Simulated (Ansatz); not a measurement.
# Al2Cu: response to biaxial strain in the a-b plane

The task here is to estimate one member of a computed series from the others.

Computed with Ansatz 0.2.0 (DFT r2SCAN, scalar-relativistic, plane waves, PAW, unless a step's input says otherwise).

2 further runs of the same task are left out: 2 set aside as unsound or not needed.

### The starting structure

Symmetry: Fm-3m, No. 225, cubic system. The conventional cell has a = 5.734 Å, b = 5.734 Å, c = 5.734 Å, α = 90.00°, β = 90.00°, γ = 90.00°. Around Al (site symmetry -43m) lie 4 Cu at 2.48 Å. Around Cu (site symmetry m-3m) lie 8 Al at 2.48 Å.

As a file:

```
Al Cu
1.0
     2.86707    2.86707    0.00000
    -2.86707    2.86707    0.00000
     0.00000    0.00000    5.73415
Al Cu
4 2
Direct
  0.50000 0.00000 0.25000
  0.00000 0.50000 0.25000
  0.00000 0.50000 0.75000
  0.50000 0.00000 0.75000
  0.00000 0.00000 0.50000
  0.50000 0.50000 0.00000
```

It goes back to an entry of the Materials Project, which need not be the stable form.

The unstrained cell comes from an earlier run at this level (6 atoms, E(σ→0) -15425.3978 eV, gap none (metal)).

The first run:

Contents of input.yaml:

```yaml
crystal:
  lattice:
    - [2.8097320321, 2.8097320321, 0.0]
    - [-2.8097320321, 2.8097320321, 0.0]
    - [0.0, 0.0, 5.8029567683]
  atoms:
    - { symbol: Al, position: [0.5, 0.0, 0.25] }
    - { symbol: Al, position: [0.0, 0.5, 0.25] }
    - { symbol: Al, position: [0.0, 0.5, 0.75] }
    - { symbol: Al, position: [0.5, 0.0, 0.75] }
    - { symbol: Cu, position: [0.0, 0.0, 0.5] }
    - { symbol: Cu, position: [0.5, 0.5, 0.0] }
basis:
  ecutwfc: 500
kpoints:
  mp_grid: { grid: [10, 10, 6] }
hamiltonian:
  xc: r2scan
scf:
  occupations: { method: gaussian, width: 0.1 }
output:
  forces: true
  stress: true
  eigenvalues: true
relax:
  adjacent_minimum: "off"
  f_tol: 0.008
  max_steps: 40
  cell: { stress_tol: 0.015, fix: [a, b, gamma] }
```

Run with:

```console
> ansatz run input.yaml --threads 1 --pin off --max-ram 2560MiB --backend cpu --events-out ev --progress --plain --runs-dir out
```

Steps of the session up to this table: The cell strained by -2.0 %; The cell strained by +2.0 %; Strain -4.0 %; Strain +4.0 %; Strain -6.0 %; Strain +6.0 %.

One table of the session follows, with a row left open; its other results are not shown here.

It belongs to the step «Energy and stress against strain (a metal throughout)». Lengths are those of the vectors of the cell that was run; stresses in GPa:

| strain (%) | ΔE (meV/atom) | a (Å) | b (Å) | c (Å) |
| --- | --- | --- | --- | --- |
| -6.0 | 73.8 | 3.811 | 3.811 | 6.112 |
| -4.0 | ? | ? | ? | ? |
| -2.0 | 11.0 | 3.974 | 3.974 | 5.808 |
| +0.0 | 0.0 | 4.055 | 4.055 | 5.734 |
| +2.0 | 5.6 | 4.136 | 4.136 | 5.643 |
| +4.0 | 27.1 | 4.217 | 4.217 | 5.587 |
| +6.0 | 62.0 | 4.298 | 4.298 | 5.541 |

Q: Estimate the row for strain (%) = -4.0 from the others.

Worked estimate for «ΔE (meV/atom)». A straight line through the neighbours (-6.0, 73.8) and (-2.0, 11.0) gives 73.8 + (11.0 − 73.8) × (-4.0 + 6.0) / (-2.0 + 6.0) = 42.4; a parabola fitted to 3 rows on both sides gives 35.6.

**Answer.** ΔE (meV/atom): 36.2; a (Å): 3.892; b (Å): 3.892; c (Å): 5.974. In «ΔE (meV/atom)» the line misses by +6.2 and the parabola by -0.6.

ΔE is over the unstrained cell. Stress in GPa, positive in compression, on the Cartesian axes of the input. 
